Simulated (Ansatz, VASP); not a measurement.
Given: the input of a run of VASP 6.6.1 on Re.

INCAR

```
PREC = Accurate ; ENCUT = 520
EDIFF = 1E-6 ; ISMEAR = -1
SIGMA = 0.05 ; LREAL = F
LASPH = T ; NELM = 100
ALGO = Normal ; ISIF = 2
LWAVE = F ; LCHARG = F
GGA = PE ; NBANDS = 10
```

KPOINTS

```
Automatic mesh
0
Gamma
  12 12 12
```

The input POSCAR:

```
Re
1.0
    0.0000000000      1.9750000000      1.9750000000
    1.9750000000      0.0000000000      1.9750000000
    1.9750000000      1.9750000000      0.0000000000
Re
1
Direct
    0.0000000000      0.0000000000      0.0000000000
```

Potentials or basis: VASP PAW PBE potentials, release 64 (Re).

Run with:

```bash
$ cat potpaw_PBE.64/Re/POTCAR > POTCAR
$ mpirun -np 1 vasp_std > vasp.out
```

Problem. Translate it to Ansatz 0.2.0. Potentials there: all-electron LAPW, scalar-relativistic.

Solution. As run (the cutoff follows the program's own potentials):

The input input.yaml:

```yaml
crystal:
  lattice:
    - [0.0, 1.975, 1.975]
    - [1.975, 0.0, 1.975]
    - [1.975, 1.975, 0.0]
  atoms:
    - { symbol: Re, position: [0.0, 0.0, 0.0] }
kpoints:
  mp_grid: { grid: [12, 12, 12] }
scf:
  occupations: { method: fermi_dirac, width: 0.05 }
hamiltonian:
  xc: pbe
  pseudopotentials: { kind: all_electron, lapw: { basis_error: 0.0005 } }
output:
  forces: true
  stress: true
  eigenvalues: true
```

Potentials or basis: all-electron LAPW, scalar-relativistic.

Run with:

```bash
$ ansatz run input.yaml --threads 1 --pin off --max-ram 2560MiB --backend cpu --events-out ev --progress --plain --runs-dir out
```

Both were run:

|  | VASP | Ansatz | Ansatz less VASP |
| --- | --- | --- | --- |
| gap on the k mesh at the Fermi level (eV) | none | none | - |
| pressure (GPa) | -9.8 | -8.9 | +0.84 |

A gap of «none» marks a metal or a gap that the smearing closes. Ansatz ran all-electron here, so the differences hold the error of VASP's frozen core and of both bases.

The runs have no spin-orbit coupling, so splittings on Re are missing.
